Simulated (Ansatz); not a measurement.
# InSe: the cost of one run

Method: DFT PBE, scalar-relativistic, plane waves, PAW, in Ansatz 0.2.0.

A COD entry behind a cell of this session may itself be a prediction, so a difference from it is no test against experiment.

## Step 1: The system as given

It takes space group R3m (No. 160, trigonal). Conventional cell: a = 4.000 Å, b = 4.000 Å, c = 24.950 Å, α = 90.00°, β = 90.00°, γ = 120.00°. Around In (site symmetry 3m) lie 3 Se at 2.64 Å and 1 In at 2.80 Å. Around Se (site symmetry 3m) lie 3 In at 2.64 Å.

Coordinates:

```
CELL_PARAMETERS angstrom
2.00000 1.15470 8.31667
-2.00000 1.15470 8.31667
0.00000 -2.30940 8.31667
ATOMIC_POSITIONS crystal
In 0.00000 0.00000 0.00000
In 0.11220 0.11220 0.11220
Se 0.61550 0.61550 0.61550
Se 0.83000 0.83000 0.83000
```

The start is a polymorph listed in a database, not an invented cell.

## Step 2: The guess as it stands, on a coarse mesh

Input file input.yaml:

```yaml
crystal:
  lattice:
    - [1.99999961, 1.15470031, 8.31667042]
    - [-1.99999961, 1.15470031, 8.31667042]
    - [0.0, -2.30940062, 8.31667042]
  atoms:
    - { symbol: In, position: [0.0, 0.0, 0.0] }
    - { symbol: In, position: [0.1122, 0.1122, 0.1122] }
    - { symbol: Se, position: [0.61549997, 0.61549997, 0.61549997] }
    - { symbol: Se, position: [0.82999998, 0.82999998, 0.82999998] }
basis:
  ecutwfc: 420
kpoints:
  mp_grid: { grid: [6, 6, 6] }
hamiltonian:
  xc: pbe
scf:
  occupations: { method: gaussian, width: 0.1 }
  lower_state_search: "off"
output:
  forces: true
  stress: true
  eigenvalues: true
```

Launch:

```
$ ansatz run input.yaml --threads 1 --pin off --max-ram 2560MiB --backend cpu --events-out ev --progress --plain --runs-dir out
```

**Question.** How long does this run take on 1 thread of Intel Xeon Platinum 8259CL at 2.50GHz (Skylake/Cascade Lake), shared host, and how much memory does it need?

About 12 s, with a peak of 0.44 GiB.
